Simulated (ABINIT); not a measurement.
# Cu (I4/mmm) in ABINIT: reference runs

Reference runs on Cu: the cell as given.

Program: ABINIT 10.8.3 (patched build). These are calculated values, not measurements. Logs are shortened: lines on timing, memory, paths and dates and some standing lists are left out, and cuts for length are marked. The log counts tension as positive stress, the text compression.

### Step 1. Starting point

The structure is tetragonal, space group I4/mmm (No. 139). Conventional cell: a = 2.886 Å, b = 2.886 Å, c = 2.752 Å, α = 90.00°, β = 90.00°, γ = 90.00°. Cu (site symmetry 4/mmm) has 10 Cu at 2.46 to 2.75 Å as nearest neighbours.

This isn't the form of Cu at room conditions, which is fcc.

### Step 2. Single point, PBEsol

run.abi reads:

```
# Pseudopotentials
pp_dirpath "./"
pseudos "Cu.upf"

# Structure
acell 3*1.0 Angstrom
rprim
    -1.4427933200     1.4427933200     1.3760814500
     1.4427933200    -1.4427933200     1.3760814500
     1.4427933200     1.4427933200    -1.3760814500
ntypat 1
znucl 29
natom 1
typat 1
xred
     0.0000000000     0.0000000000     0.0000000000

# Plane-wave basis
ecut 46.0

# k points
kptopt 1
ngkpt 13 13 13
nshiftk 1
shiftk 0.0 0.0 0.0

# Exchange and correlation
ixc -116133

# Bands and occupations
nband 14
occopt 3
tsmear 0.00183747

# SCF cycle
nstep 100
tolvrs 1.0e-10

# Output
iomode 3
prtwf 0
prteig 0
prtebands 0
enunit 1
prtden 1
prtvha 1
prtvclmb 1
prtpot 1
prtelf 1
```

Potentials or basis: PseudoDojo NC SR PBEsol v0.4.1 standard.

Launch:

```console
> abinit run.abi > log 2>&1
```

run.abo:

```text
.Version 10.8.3 of ABINIT
 Symmetries : space group I4/m m m (#139); Bravais tI (body-center tetrag.)
================================================================================
 Values of the parameters that define the memory need of the present run
     intxc =       0    ionmov =       0      iscf =       7    lmnmax =       6
     lnmax =       6     mgfft =      30  mpssoang =       3    mqgrid =    3001
     natom =       1  nloc_mem =       1    nspden =       1   nspinor =       1
    nsppol =       1      nsym =      16    n1xccc =    2501    ntypat =       1
    occopt =       3   xclevel =       2
       mpw =        1172          nfft =       27000          nkpt =         196
================================================================================
================================================================================

--------------------------------------------------------------------------------
------------- Echo of variables that govern the present computation ------------
--------------------------------------------------------------------------------
 -outvars: echo values of preprocessed input variables --------
            acell      1.8897261259E+00  1.8897261259E+00  1.8897261259E+00 Bohr
              amu      6.35460000E+01
             ecut      4.60000000E+01 Hartree
           enunit           1
                       outvar_i_n : Printing only first  50 k-points.
              ixc     -116133
                       outvar_i_n : Printing only first  50 k-points.
         kptrlatt       13    0    0      0   13    0      0    0   13
          kptrlen      6.04599259E+01
            natom           1
            nband          14
            ngfft          30      30      30
             nkpt         196
            nstep         100
             nsym          16
           ntypat           1
                       prtocc : prtvol=0, do not print more k-points.
           occopt           3
        prtebands           0
           prteig           0
           prtelf           1
           prtpot           1
         prtvclmb           1
           prtvha           1
            prtwf           0
            rprim     -1.4427933200E+00  1.4427933200E+00  1.3760814500E+00
                       1.4427933200E+00 -1.4427933200E+00  1.3760814500E+00
                       1.4427933200E+00  1.4427933200E+00 -1.3760814500E+00
          spgroup         139
           tolvrs      1.00000000E-10
           tsmear      1.83747000E-03 Hartree
            typat      1
                       outvars : Printing only first  50 k-points.
            znucl       29.00000

================================================================================

 chkinp: Checking input parameters for consistency.

================================================================================
== DATASET  1 ==================================================================

--- !DatasetInfo
iteration_state: {dtset: 1, }
dimensions: {natom: 1, nkpt: 196, mband: 14, nsppol: 1, nspinor: 1, nspden: 1, mpw: 1172, }
cutoff_energies: {ecut:  46.0, pawecutdg:  -1.0, }
electrons: {nelect:   1.90000000E+01, charge:   0.00000000E+00, occopt:   3.00000000E+00, tsmear:   1.83747000E-03, }
meta: {optdriver: 0, ionmov: 0, optcell: 0, iscf: 7, paral_kgb: 0, }
...

 Real(R)+Recip(G) space primitive vectors, cartesian coordinates (Bohr,Bohr^-1):
 R(1)= -2.7264842  2.7264842  2.6004171  G(1)=  0.0000000  0.1833864  0.1922768
 R(2)=  2.7264842 -2.7264842  2.6004171  G(2)=  0.1833864  0.0000000  0.1922768
 R(3)=  2.7264842  2.7264842 -2.6004171  G(3)=  0.1833864  0.1833864  0.0000000
 Unit cell volume ucvol=  7.7323051E+01 bohr^3
 Angles (23,13,12)=  1.08218096E+02  1.08218096E+02  1.12007635E+02 degrees

 getcut: wavevector=  0.0000  0.0000  0.0000  ngfft=  30  30  30
         ecut(hartree)=     46.000   => boxcut(ratio)=   2.11488

--- Pseudopotential description ------------------------------------------------
- pspini: atom type   1  psp file is ./Cu.upf
12 -116133 2 -1 1492                          pspcod,pspxc,lmax,lloc,mmax
     nproj     2     2     2

   4.11062967E+02                                ecore*ucvol(ha*bohr**3)
--------------------------------------------------------------------------------

================================================================================

--- !BeginCycle
iteration_state: {dtset: 1, }
solver: {iscf: 7, nstep: 100, nline: 4, wfoptalg: 0, }
tolerances: {tolvrs: 1.00E-10, }
...

     iter   Etot(hartree)      deltaE(h)  residm     vres2
 ETOT  1  -189.30011807019    -1.893E+02 5.394E-01 2.488E+02
 ETOT  2  -189.28369510887     1.642E-02 8.906E-02 5.751E+02
 ETOT  3  -189.45697972528    -1.733E-01 1.843E-02 2.905E-01
 ETOT  4  -189.45710587965    -1.262E-04 3.793E-03 5.178E-02
 ETOT  5  -189.45711717439    -1.129E-05 7.773E-04 1.358E-04
 ETOT  6  -189.45711721671    -4.232E-08 4.235E-04 9.816E-06
 ETOT  7  -189.45711721926    -2.556E-09 2.972E-04 6.151E-08
 ETOT  8  -189.45711721928    -1.677E-11 2.912E-04 9.824E-10
 ETOT  9  -189.45711721928    -3.155E-12 1.827E-04 2.945E-11

 At SCF step    9       vres2   =  2.95E-11 < tolvrs=  1.00E-10 =>converged.

 Compute ELF
--------------------------------------------------------------------------------

 Compute kinetic energy density

 Compute gradient of the electron density
 Electron Localization Function (ELF) [min:0;max:1]
)     Maximum=    7.4925E-01  at reduced coord.    0.8333    0.9667    0.8667
)     Minimum=    2.0024E-02  at reduced coord.    0.0000    0.0000    0.0000
   Integrated=    2.0229E+01

--------------------------------------------------------------------------------
 End of ELF section

 Cartesian components of stress tensor (hartree/bohr^3)
  sigma(1 1)=  5.75146306E-05  sigma(3 2)=  0.00000000E+00
  sigma(2 2)=  5.75146306E-05  sigma(3 1)=  0.00000000E+00
  sigma(3 3)=  5.63773409E-05  sigma(2 1)=  0.00000000E+00

--- !ResultsGS
iteration_state: {dtset: 1, }
comment   : Summary of ground state results
lattice_vectors:
- [ -2.7264842,   2.7264842,   2.6004171, ]
- [  2.7264842,  -2.7264842,   2.6004171, ]
- [  2.7264842,   2.7264842,  -2.6004171, ]
lattice_lengths: [   4.65076,    4.65076,    4.65076, ]
lattice_angles: [108.218, 108.218, 112.008, ] # degrees, (23, 13, 12)
lattice_volume:   7.7323051E+01
convergence: {deltae: -3.155E-12, res2:  2.945E-11, residm:  1.827E-04, diffor: null, }
etotal    :  -1.89457117E+02
entropy   :   0.00000000E+00
fermie    :   3.75468254E-01
cartesian_stress_tensor: # hartree/bohr^3
- [  5.75146306E-05,   0.00000000E+00,   0.00000000E+00, ]
- [  0.00000000E+00,   5.75146306E-05,   0.00000000E+00, ]
- [  0.00000000E+00,   0.00000000E+00,   5.63773409E-05, ]
pressure_GPa:  -1.6810E+00
xred      :
- [  0.0000E+00,   0.0000E+00,   0.0000E+00, Cu]
cartesian_forces: # hartree/bohr
- [ -0.00000000E+00,  -0.00000000E+00,  -0.00000000E+00, ]
force_length_stats: {min:   0.00000000E+00, max:   0.00000000E+00, mean:   0.00000000E+00, }
...

 Integrated electronic density in atomic spheres:
 ------------------------------------------------
 Atom  Sphere_radius  Integrated_density
    1        2.00000         17.36036863
================================================================================

 ----iterations are completed or convergence reached----

 Mean square residual over all n,k,spin=   12.324E-08; max=  18.265E-05
 reduced coordinates (array xred) for    1 atoms
       0.000000000000      0.000000000000      0.000000000000
 rms dE/dt=  0.0000E+00; max dE/dt=  0.0000E+00; dE/dt below (all hartree)
    1       0.000000000000      0.000000000000      0.000000000000

 cartesian coordinates (angstrom) at end:
    1      0.00000000000000     0.00000000000000     0.00000000000000

 cartesian forces (hartree/bohr) at end:
    1     -0.00000000000000    -0.00000000000000    -0.00000000000000
 frms,max,avg= 0.0000000E+00 0.0000000E+00   0.000E+00  0.000E+00  0.000E+00 h/b

 cartesian forces (eV/Angstrom) at end:
    1     -0.00000000000000    -0.00000000000000    -0.00000000000000
 frms,max,avg= 0.0000000E+00 0.0000000E+00   0.000E+00  0.000E+00  0.000E+00 e/A
 length scales=  1.889726125908  1.889726125908  1.889726125908 bohr
              =  1.000000000000  1.000000000000  1.000000000000 angstroms
 Fermi (or HOMO) energy (eV) =  10.21701   Average Vxc (eV)= -13.78853
 Eigenvalues (   eV  ) for nkpt= 196  k points:
 kpt#   1, nband= 14, wtk=  0.00046, kpt=  0.0000  0.0000  0.0000 (reduced coord)
-102.06819  -59.55789  -59.55550  -59.55550    0.55472    6.99825    7.20232    7.20232
   8.10842    8.32265   35.14194   35.14194   36.39991   39.06377
 prteigrs : prtvol=0 or 1, do not print more k-points.

--- !EnergyTerms
iteration_state     : {dtset: 1, }
comment             : Components of total free energy in Hartree
kinetic             :  8.69309136630757E+01
hartree             :  5.55407828761620E+01
xc                  : -2.31127926771446E+01
Ewald energy        : -1.22372841223142E+02
psp_core            :  5.31617627138537E+00
local_psp           : -1.58347494353406E+02
non_local_psp       : -3.34117668219059E+01
internal            : -1.89457022264975E+02
'-kT*entropy'       : -9.49543085959501E-05
total_energy        : -1.89457117219284E+02
total_energy_eV     : -5.15539079370403E+03
band_energy         : -1.77398834365416E+01
...

 Cartesian components of stress tensor (hartree/bohr^3)
  sigma(1 1)=  5.75146306E-05  sigma(3 2)=  0.00000000E+00
  sigma(2 2)=  5.75146306E-05  sigma(3 1)=  0.00000000E+00
  sigma(3 3)=  5.63773409E-05  sigma(2 1)=  0.00000000E+00

-Cartesian components of stress tensor (GPa)         [Pressure= -1.6810E+00 GPa]
- sigma(1 1)=  1.69213885E+00  sigma(3 2)=  0.00000000E+00
- sigma(2 2)=  1.69213885E+00  sigma(3 1)=  0.00000000E+00
- sigma(3 3)=  1.65867864E+00  sigma(2 1)=  0.00000000E+00

== END DATASET(S) ==============================================================
================================================================================

 -outvars: echo values of variables after computation  --------
            acell      1.8897261259E+00  1.8897261259E+00  1.8897261259E+00 Bohr
           etotal     -1.8945711722E+02
            fcart     -0.0000000000E+00 -0.0000000000E+00 -0.0000000000E+00
            rprim     -1.4427933200E+00  1.4427933200E+00  1.3760814500E+00
                       1.4427933200E+00 -1.4427933200E+00  1.3760814500E+00
                       1.4427933200E+00  1.4427933200E+00 -1.3760814500E+00
           strten      5.7514630600E-05  5.7514630600E-05  5.6377340908E-05
                       0.0000000000E+00  0.0000000000E+00  0.0000000000E+00
 Calculation completed.
```

Run time: 65 s. Hardware: 1 thread of Arm Neoverse V2, shared host; peak memory 0.11 GiB.

What came out:

```
Free energy                                           : -5155.3908 eV
Pressure                                              : -1.7 GPa
Band gap on the k mesh                                : none (metal or under the smearing width)
Valence electrons inside the program's atomic spheres : Cu 17.36 (radii [1.0584] Å)
```

Levels at points of the mesh, in eV from the Fermi level:
```tsv
k point	band 7	band 8	band 9	band 10	band 11	band 12	band 13	band 14
(0.00, 0.00, 0.00)	-3.01	-3.01	-2.11	-1.89	24.92	24.92	26.18	28.85
```
